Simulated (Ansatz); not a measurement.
**PtSe2 (Sudovikovite) in Ansatz: convergence with k mesh**

Input of the first run (k mesh 3 × 3 × 2); the others differ in this setting and in those tied to it:

The input input.yaml:

```yaml
crystal:
  lattice:
    - [3.724, 0.0, 0.0]
    - [-1.862, 3.2250786037, 0.0]
    - [0.0, 0.0, 5.062]
  atoms:
    - { symbol: Pt, position: [0.0, 0.0, 0.0] }
    - { symbol: Se, position: [0.6666666667, 0.3333333333, 0.75] }
    - { symbol: Se, position: [0.3333333333, 0.6666666667, 0.25] }
hamiltonian:
  xc: r2scan
  pseudopotentials: { kind: nc, accuracy: stringent }
  hubbard: { sites: [{ species: Pt, l: d, u_eff: 3.0 }] }
kpoints:
  mp_grid: { grid: [3, 3, 2] }
scf:
  occupations: { method: fermi_dirac, width: 0.1 }
output:
  forces: true
  stress: true
  eigenvalues: true
```

Potentials or basis: PseudoDojo stringent (PBE files).

Run with:

```sh
$ ansatz run input.yaml --threads 2 --pin off --max-ram 5632MiB --backend cpu --events-out ev --progress --plain --runs-dir out
```

Hardware: 2 threads of Intel(R) Xeon(R) Processor @ 2.50GHz (Skylake/Cascade Lake) (shared host).

```
     k mesh  energy less the tightest run, at zero smearing (meV/atom)  pressure (GPa)  largest force (eV/Å)  SCF cycles  CPU time (s)  peak memory (GiB)
  3 × 3 × 2                                                     -28.01            4.32                 0.301           8            21               0.92
  4 × 4 × 3                                                     -17.35            4.25                 0.321           8            25               0.96
  5 × 5 × 3                                                      -7.95            4.48                 0.340           9            32                  1
  6 × 6 × 4                                                      -0.60            4.59                 0.405           8            50                1.2
  7 × 7 × 5                                                      -0.35            4.57                 0.422          10            75                1.3
  9 × 9 × 6                                                       0.14            4.57                 0.397          10           150                1.7
11 × 11 × 7                                                      -0.18            4.58                 0.392          10           210                2.2
13 × 13 × 9                                                       0.00            4.58                 0.394          10           340                3.1
```

Against the tightest run, the energy stays within 1 meV/atom from 6 × 6 × 4 on; the pressure stays within 0.1 GPa from 5 × 5 × 3 on; the largest force stays within 0.005 eV/Å from 9 × 9 × 6 on. Meshes of other sizes hit other points, so gaps and Fermi surfaces needn't settle smoothly. The tightest run that finished is the yardstick and may itself not be fully converged.

Caveat, for the tightest run too: the meta-GGA runs on potentials made for a GGA; the potentials were made for another functional, which shifts forces and pressure; U without spin polarisation on a metal has little footing. The run has no spin-orbit coupling, so splittings on Pt are missing.
